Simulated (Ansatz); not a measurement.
# AlRu: the cost of one run

Computed with Ansatz 0.2.0 (DFT PBEsol, scalar-relativistic, plane waves, PAW, unless a step's input says otherwise).

3 further runs of the same task are left out: 1 that didn't finish, 2 set aside as unsound or not needed. Runs told in other sessions of the task aren't counted.

**1. Starting point**

The structure is cubic, space group Pm-3m (No. 221). The conventional cell has a = 2.976 Å, b = 2.976 Å, c = 2.976 Å, α = 90.00°, β = 90.00°, γ = 90.00°. Al (site symmetry m-3m) has 8 Ru at 2.58 Å in its first shell of neighbours. Around Ru (site symmetry m-3m) lie 8 Al at 2.58 Å.

Structure file:

```cif
data_structure
_symmetry_space_group_name_H-M 'P 1'
_symmetry_Int_Tables_number 1
_cell_length_a 4.2093
_cell_length_b 4.2093
_cell_length_c 4.2093
_cell_angle_alpha 60.000
_cell_angle_beta 60.000
_cell_angle_gamma 60.000
_cell_volume 52.74
loop_
_atom_site_label
_atom_site_type_symbol
_atom_site_fract_x
_atom_site_fract_y
_atom_site_fract_z
_atom_site_occupancy
Al1 Al 0.00000 0.00000 0.00000 1
Al2 Al 0.50000 0.50000 0.50000 1
Ru1 Ru 0.25000 0.25000 0.25000 1
Ru2 Ru 0.75000 0.75000 0.75000 1
```

It is built from the cell relaxed beforehand with the same method (13.18 Å³/atom).

**2. The reference cell**

The cell is repeated 2 times, 4 atoms in all. The reference gives a free energy of -12684.6302 eV, pressure -0.03 GPa, largest force 0.000 eV/Å and gap on the mesh none (metal). It was computed beforehand with the settings of the runs below.

**3. Setting up a frozen normal mode**

Mode 10 of the phonon run on this cell, counted from the lowest, is frozen in: each atom moves by x times its row below, so x is the largest displacement.

```
atom     ux      uy     uz
 Al1  0.000  -1.000  0.000
 Al2  0.000   1.000  0.000
 Ru3  0.000   0.000  0.000
 Ru4  0.000   0.000  0.000
```

**4. x = -0.200 Å**

input.yaml reads:

```yaml
crystal:
  lattice:
    - [-2.9764078218, 0.0, -2.9764078218]
    - [0.0, -2.9764078218, -2.9764078218]
    - [-2.9764078218, -2.9764078218, 0.0]
  atoms:
    - { symbol: Al, position: [0.0335975464, -0.0335975464, -0.0335975464] }
    - { symbol: Al, position: [0.4664024536, 0.5335975464, 0.5335975464] }
    - { symbol: Ru, position: [0.25, 0.25, 0.25] }
    - { symbol: Ru, position: [0.75, 0.75, 0.75] }
basis:
  ecutwfc: 420
kpoints:
  mp_grid: { grid: [18, 18, 18] }
hamiltonian:
  xc: pbesol
scf:
  occupations: { method: gaussian, width: 0.15 }
output:
  forces: true
  stress: true
  eigenvalues: true
  write_density: true
  write_potential: true
  elf: true
  volumetric_format: npy
```

Run with:

```
$ ansatz run input.yaml --threads 2 --pin off --max-ram 5120MiB --backend cpu --events-out ev --progress --plain --runs-dir out
```

What time and memory should one allow on 2 threads of Intel Xeon Platinum 8259CL at 2.50GHz (Skylake/Cascade Lake), shared host?

About 16 s, with a peak of 0.7 GiB.
